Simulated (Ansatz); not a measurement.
Write the native input for Ansatz 0.2.0 that does the following.

```
Task                                : phonons
Functional                          : LDA
Potentials or basis                 : Ansatz PAW
Cutoff                              : 420 eV (not typed: the program's choice for these potentials)
k mesh                              : 7 × 7 × 7
Occupations                         : fixed
Spin                                : no spin polarisation
q mesh                              : 2 × 2 × 2
Path                                : [["G", "X", "W", "K", "G", "L", "U", "W", "L", "K"], ["U", "X"]]
Points for each segment of the path : 8
```

The system is SrO.

```
Sr O
1.0
     0.00000    2.56630    2.56630
     2.56630    0.00000    2.56630
     2.56630    2.56630    0.00000
Sr O
1 1
Cartesian
  2.5663 2.5663 2.5663
  0.0000 0.0000 0.0000
```

One way to write it, as run:

input.yaml

```yaml
crystal:
  lattice:
    - [0.0, 2.5663, 2.5663]
    - [2.5663, 0.0, 2.5663]
    - [2.5663, 2.5663, 0.0]
  atoms:
    - { symbol: Sr, position: [0.5, 0.5, 0.5] }
    - { symbol: O, position: [0.0, 0.0, 0.0] }
hamiltonian:
  xc: lda
  pseudopotentials: { kind: paw }
kpoints:
  mp_grid: { grid: [7, 7, 7] }
scf:
  occupations: { method: fixed }
phonons:
  method: dfpt
  dielectric: true
  rigid_motions: translations
  qmesh: [2, 2, 2]
  temperatures: { t_max: 1000, t_step: 100 }
  qpath:
    path:
      - [[0.0, 0.0, 0.0], [0.5, 0.0, 0.5], [0.5, 0.25, 0.75], [0.375, 0.375, 0.75], [0.0, 0.0, 0.0], [0.5, 0.5, 0.5], [0.625, 0.25, 0.625], [0.5, 0.25, 0.75], [0.5, 0.5, 0.5], [0.375, 0.375, 0.75]]
      - [[0.625, 0.25, 0.625], [0.5, 0.0, 0.5]]
    npoints: 8
```

Potentials or basis: Ansatz PAW.

Command:

```sh
$ ansatz run input.yaml --threads 2 --pin off --max-ram 5632MiB --backend cpu --events-out ev --progress --plain --runs-dir out
```

Results of the run:

* Band gap on the k mesh: 3.25 eV, indirect (least direct gap 3.33 eV)
* Electronic dielectric tensor (diagonal): 3.85
* Born charges (mean of the diagonal): Sr +2.43; O -2.43 e
* Highest phonon frequency, LO-TO splitting left out: 417 cm⁻¹
* Static dielectric tensor (diagonal): 21.34

Caveat: odd divisions of the mesh miss points on the zone boundary, where band edges often lie, so the gap on the mesh can be too wide; the q mesh is small, so phonon branches between its points and thermal values are rough.

It took 100 s on 2 threads of Intel(R) Xeon(R) Platinum 8259CL CPU @ 2.50GHz (Skylake/Cascade Lake), with other jobs on the host, peak memory 0.78 GiB.
